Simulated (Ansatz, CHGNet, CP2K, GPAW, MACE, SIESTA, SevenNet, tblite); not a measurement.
# 1T-ZrSe2/h-AlN heterobilayer (77 atoms) in GPAW, part 2 of 2

Wanted: GPAW inputs and outputs for 1T-ZrSe2/h-AlN heterobilayer (77 atoms), checked against a plane-wave reference.

Program: GPAW 26.7.0; the method stands at each step. Banners, paths, timers and routine set-up lines are dropped from the logs unmarked, and long logs keep their key lines alone; longer cuts are marked.

So far. Step 3 (PBE, LCAO szp(dzp), h 0.18 Å): Against the first run (7.4 %), the force difference from the reference is 8.8 %, at 0.78 times the CPU time, with 784 basis functions against 1209: the smaller basis costs accuracy. Step 4 (LDA, LCAO dzp, h 0.18 Å): Against the first run (7.4 %), the force difference from the reference is 8.7 %, at 0.92 times the CPU time; the model has changed, so this is no error of the program alone.

## 5. PBE, LCAO sz(dzp), h 0.18 Å

Method: Kohn-Sham DFT, PBE, PAW, atomic orbitals (sz(dzp)).

run.py reads:

```python
import numpy as np
from ase.io import read
from gpaw import GPAW, FermiDirac

atoms = read("structure.xyz")
atoms.calc = GPAW(
    mode="lcao",
    basis="sz(dzp)",
    h=0.18,
    xc="PBE",
    kpts={"size": (1, 1, 1), "gamma": True},
    occupations=FermiDirac(0.05),
    maxiter=200,
    symmetry={"point_group": False},
    txt="gpaw.txt",
)
energy = atoms.get_potential_energy(force_consistent=True)
forces = atoms.get_forces()
print(f"energy {energy:.6f} eV")
print("forces (eV/A)")
for i, (a, f) in enumerate(zip(atoms, forces)):
    print(f"{i:4d} {a.symbol:2s} {f[0]:10.5f} {f[1]:10.5f} {f[2]:10.5f}")
print(f"Fermi level {atoms.calc.get_fermi_level():.4f} eV")
for k in range(len(atoms.calc.get_ibz_k_points())):
    for s in range(atoms.calc.get_number_of_spins()):
        e = atoms.calc.get_eigenvalues(kpt=k, spin=s)
        n = np.searchsorted(e, atoms.calc.get_fermi_level())
        print(f"k {k} spin {s} levels about the Fermi level:", np.round(e[max(n - 6, 0):n], 4).tolist(), "|", np.round(e[n:n + 6], 4).tolist())
```

structure.xyz reads:

```xyz
77
Lattice="13.61810 0.00000 0.00000 -6.80905 11.79362 0.00000 0.00000 0.00000 22.41000" Properties=species:S:1:pos:R:3 pbc="T T T"
[... 77 atom lines left out: the same atoms as in the first run ...]
```

The run is started by

```sh
$ OMP_NUM_THREADS=1 python run.py > output.txt
```

What it wrote:

```text
energy -434.052249 eV
forces (eV/A)
   0 Zr   -0.00072   -0.88974   -0.60632
   1 Se    0.49339    0.26302    0.69830
   2 Se    0.19979    0.05723    0.30367
   3 Zr   -0.99029    0.23864   -0.27653
   4 Se    0.02707    0.58991    1.02366
   5 Se   -0.02794    0.17334   -1.10778
   6 Zr   -0.15445   -0.89384   -0.67880
   7 Se   -0.67915    0.37247    1.38789
   8 Se   -0.27929   -0.08308   -0.26994
   9 Zr   -0.03126    0.24225   -0.86167
  10 Se    0.37382   -0.29125    1.03954
  11 Se    0.11735    0.25677    0.29912
  12 Zr   -0.95252   -0.45859   -0.23764
  13 Se    0.83395   -0.05782    1.45032
  14 Se    0.79430   -0.15199   -0.54427
  15 Zr    1.02434    1.16875   -0.70040
  16 Se   -0.54730   -0.15853    0.57167
  17 Se   -0.43656   -0.19687   -0.24957
  18 Zr    0.71149   -0.66942   -0.65475
  19 Se   -0.20572    0.41535    0.56155
  20 Se   -0.09238    0.63111   -0.77366
  21 Zr   -0.50823   -0.19847   -0.38065
  22 Se    0.11897   -0.99641    0.87476
  23 Se   -0.56559   -0.28673   -0.89285
[...]
69 Al   -0.54557   -0.10759   -0.78408
  70 N    -0.50133    1.26642    0.41896
  71 Al   -0.02699    0.74514   -0.29204
  72 N    -6.00374    0.01304    0.34558
  73 Al    0.30550   -3.66883   -0.00563
  74 N    -1.38743    1.26386    0.08041
  75 Al    6.83585    0.49285   -0.07773
  76 N     1.02866    1.56808    0.26595
Fermi level -0.7442 eV
k 0 spin 0 levels about the Fermi level: [-1.2679, -1.2277, -1.2072, -1.1524, -1.0197, -0.8909] | [-0.5599, -0.5313, -0.4907, -0.4748, -0.4647, -0.3972]
```

gpaw.txt:

```text
Input parameters:
  mode=LCAO(),
  basis={'default': 'sz(dzp)'},
  h=0.18,
  kpts=MonkhorstPack(size=(1, 1, 1), gamma=True),
  maxiter=200,
  occupations=Occupations(name='fermi-dirac', width=0.05, fixmagmom=False),
  symmetry=Symmetry(point_group=False),
  xc=XC(name='PBE')
Unit cell  # Å
| periodic |         x |         y |         z |   lengths |     angles |
[... lines left out ...]
  Fermi-Dirac:
[... lines left out ...]
convergence criteria:
- Maximum [total energy] change in last 3 cyles: 0.0005 eV / valence electron
[... lines left out ...]
Converged in 18 steps
[... lines left out ...]
  Free energy:    -434.052249
  Extrapolated:   -434.025801
dipole moment: (11.520679, 49.739213, 0.907182)  # |e|*Ang
Fermi level: -0.744
Eigenvalues  # (at kpt = [0.000, 0.000, 0.000])
| band index |      eig [eV] | occ [0-2] |
|------------|---------------|-----------|
|          0 |       -51.234 |     2.000 |
|        ... |               |           |
|        224 |        -1.419 |     2.000 |
|        225 |        -1.388 |     2.000 |
[...]
|        239 |        -0.331 |     0.001 |
|        ... |               |           |
|        282 |         3.015 |     0.000 |
Gap: 0.331 eV
Transition (v -> c):
  (s=0, k=0, n=231, [0.00, 0.00, 0.00]) -> (s=0, k=0, n=232, [0.00, 0.00, 0.00])
No difference between direct/indirect transitions
Force computation time: 10.353  # s
timing:  # [seconds]
  Total:  137.768  # ━━━━━━━━━━━━━━━━━━━━━━━━━━━━━━━━━━━━━━━━━━━━━━━━━━━━━━━━
  Init:    15.170  # ━━━━━━
  SCF:    112.214  # ━━━━━━━━━━━━━━━━━━━━━━━━━━━━━━━━━━━━━━━━━━━━━╸
  Forces:  10.353  # ━━━━
```

Elapsed: 2.3 min, on 1 thread of Arm Neoverse V1, shared host; peak memory 2.1 GiB.

Compared with the plane-wave run:

```yaml
r_m_s_force_component: 1.493 eV/Å
r_m_s_difference_of_force_components: 224.3 meV/Å
longest_difference_of_force_vectors: 884.5 meV/Å
force_difference_over_r_m_s_force: 16.75 %
slope_of_forces_against_the_reference_s: 1.107
correlation_of_force_components: 0.9933
spacing_of_highest_filled_and_lowest_empty_level: 0.331 eV
gap_difference: -0.2494 eV
```

This is a coarse setting, run to see what it loses.

Against the first run (7.4 %), the force difference from the reference is 17 %, at 0.44 times the CPU time, with 425 basis functions against 1209: the smaller basis costs accuracy.

## 6. PBE, LCAO dzp, h 0.16 Å

Method: Kohn-Sham DFT, PBE, PAW, atomic orbitals (dzp).

run.py: that of step 5 with these lines changed.

```diff
@@ -7,4 +7,4 @@
     mode="lcao",
-    basis="sz(dzp)",
-    h=0.18,
+    basis="dzp",
+    h=0.16,
     xc="PBE",
```

structure.xyz is that of step 5.

What it wrote:

```text
energy -476.241905 eV
forces (eV/A)
   0 Zr   -0.02062   -0.81056   -0.56997
   1 Se    0.38402    0.24223    0.33121
   2 Se    0.19688    0.02718    0.49048
   3 Zr   -0.80832    0.11042   -0.27510
   4 Se    0.02754    0.52283    0.69938
   5 Se   -0.00363    0.20557   -0.86802
   6 Zr   -0.07297   -0.76120   -0.67439
   7 Se   -0.66474    0.34306    1.07100
   8 Se   -0.29879   -0.05152   -0.10371
   9 Zr   -0.09215    0.21226   -0.76705
  10 Se    0.41709   -0.30245    0.77684
  11 Se    0.15651    0.16425    0.54944
[...]
72 N    -5.81836    0.00844    0.05436
  73 Al    0.27869   -3.22031    0.07584
  74 N    -1.26572    1.06706    0.00054
  75 Al    6.34437    0.28530    0.02370
  76 N     1.04692    1.48920    0.19874
Fermi level -0.5969 eV
k 0 spin 0 levels about the Fermi level: [-1.3314, -1.2347, -1.2117, -1.0759, -1.0385, -0.8622] | [-0.3075, -0.2522, -0.22, -0.1894, -0.154, -0.1334]
```

gpaw.txt:

```text
Input parameters:
  mode=LCAO(),
  basis={'default': 'dzp'},
  h=0.16,
  kpts=MonkhorstPack(size=(1, 1, 1), gamma=True),
  maxiter=200,
  occupations=Occupations(name='fermi-dirac', width=0.05, fixmagmom=False),
  symmetry=Symmetry(point_group=False),
  xc=XC(name='PBE')
[... lines left out ...]
  Fermi-Dirac:
[... lines left out ...]
convergence criteria:
- Maximum [total energy] change in last 3 cyles: 0.0005 eV / valence electron
[... lines left out ...]
Converged in 13 steps
[... lines left out ...]
  Free energy:    -476.241905
[... lines left out ...]
Fermi level: -0.597
[... lines left out ...]
|          0 |       -50.804 |     2.000 |
|        ... |               |           |
|        224 |        -1.429 |     2.000 |
|        225 |        -1.379 |     2.000 |
[...]
|        239 |        -0.043 |     0.000 |
|        ... |               |           |
|        282 |         3.037 |     0.000 |
Gap: 0.555 eV
Transition (v -> c):
  (s=0, k=0, n=231, [0.00, 0.00, 0.00]) -> (s=0, k=0, n=232, [0.00, 0.00, 0.00])
No difference between direct/indirect transitions
Force computation time: 58.238  # s
timing:  # [seconds]
  Total:  413.503  # ━━━━━━━━━━━━━━━━━━━━━━━━━━━━━━━━━━━━━━━━━━━━━━━━━━━━━━━━
  Init:    22.809  # ━━━
  SCF:    332.424  # ━━━━━━━━━━━━━━━━━━━━━━━━━━━━━━━━━━━━━━━━━━━━━
  Forces:  58.238  # ━━━━━━━━
```

It took 6.9 min on 1 thread; peak memory 3.5 GiB.

Numbers from this run, and their distance from the reference:

```yaml
r_m_s_force_component: 1.406 eV/Å
r_m_s_difference_of_force_components: 96.55 meV/Å
longest_difference_of_force_vectors: 360.5 meV/Å
force_difference_over_r_m_s_force: 7.208 %
slope_of_forces_against_the_reference_s: 1.048
correlation_of_force_components: 0.9987
spacing_of_highest_filled_and_lowest_empty_level: 0.5547 eV
gap_difference: -0.0257 eV
energy_less_the_same_level_run_s: -41.07 meV/atom
r_m_s_force_difference_from_the_same_level_run: 26.43 meV/Å
```

Against the first run (7.4 %), the force difference from the reference is 7.2 %, at 1.3 times the CPU time: the change moves forces by 26 meV/Å r.m.s., so most of the difference comes from elsewhere.

## 7. All runs compared

Differences are against the plane-wave reference, forces as r.m.s. over components; share is that over the reference's r.m.s. force, slope the least-squares factor from reference forces to these. Total energies of different programs have different zeros and aren't compared.

```tsv
run	Δ force, r.m.s. (meV/Å)	share (%)	slope	Δ gap (eV)	cores	CPU time	memory (GiB)
reference	-	-	-	-	4	4.3 min	4.5
GPAW PBE, LCAO dzp, h 0.18 Å	99.1	7.40	1.050	-0.0253	1	5.2 min	2.5
GPAW PBE, LCAO szp(dzp), h 0.18 Å (coarse)	118	8.83	1.052	-0.0655	1	4.1 min	2.4
GPAW LDA, LCAO dzp, h 0.18 Å	117	8.74	1.010	-0.0184	1	4.8 min	2.5
GPAW PBE, LCAO sz(dzp), h 0.18 Å (coarse)	224	16.7	1.107	-0.249	1	2.3 min	2.1
GPAW PBE, LCAO dzp, h 0.16 Å	96.5	7.21	1.048	-0.0257	1	6.9 min	3.5
```

Rows marked coarse were listed beforehand as settings not expected to be converged; some can still land near the reference.

CPU time is summed over cores on a shared host, where runs went side by side, so it is rough. Symmetry, cutoffs, thresholds, outputs and thread counts weren't matched or tuned between programs; memory under MPI is the largest rank's times the ranks.

Within one program, basis, potentials and functional, energies share a zero. Each run against its twin at the usual cutoff or grid and solver:

```tsv
run	twin	Δ energy (meV/atom)	Δ force, r.m.s. (meV/Å)	CPU time over the twin's
GPAW PBE, LCAO dzp, h 0.16 Å	LCAO dzp, h 0.18 Å	-41.1	26.4	1.3
```

## 8. What came out

```yaml
nearest_in_forces: GPAW PBE, LCAO dzp, h 0.16 Å, 7.2 %
its_cpu_time: 6.9 min
```

**Reading.** The PBE runs in local orbitals, coarse settings apart, differ by 7.2 % (GPAW PBE, LCAO dzp, h 0.16 Å) to 7.4 % (GPAW PBE, LCAO dzp, h 0.18 Å); basis, grid and potentials can all enter. Rows with another functional or a dispersion term differ by 8.7 % (GPAW LDA, LCAO dzp, h 0.18 Å), which mixes the change of model with differences of basis and potentials. Runs with settings chosen to be coarse differ by 8.8 % (GPAW PBE, LCAO szp(dzp), h 0.18 Å) to 17 % (GPAW PBE, LCAO sz(dzp), h 0.18 Å), their programs' other errors included. None of the electronic-structure runs in the table takes under half the reference's CPU time of 4.3 min; they take 0.55 to 1.6 times as much. GPAW PBE, LCAO sz(dzp), h 0.18 Å stiffens the forces by a factor of 1.11 while following their directions (correlation 0.993); the slopes of the 5 GPAW runs lie between 1.01 and 1.11. At the same functional, gaps differ from the reference's 0.580 eV by between -0.25 and -0.03 eV. These are spacings on the run's k-points, which needn't hold the band edges. The potentials hold different valence shells: 724 electrons in the reference, 464 in GPAW; this bears on time and differences. The reference's PBE has no dispersion term, which matters for the binding between molecules or layers. The electronic-structure runs sample only Γ, in a cell whose shortest periodic width is 12 Å.

[Also dropped from logs without a mark: logging warnings of Python, and SIESTA's first energy breakdown and zero terms.]

[Logs are printed without paths, hosts, clocks, repeated set-up lines and the standing remarks that a program may print on its own settings, such as how far it seeks lower states.]

[Hosts, paths, dates, database ids (printed as entryN), source tags and the programs' standing remarks are cut or masked in the printed files.]
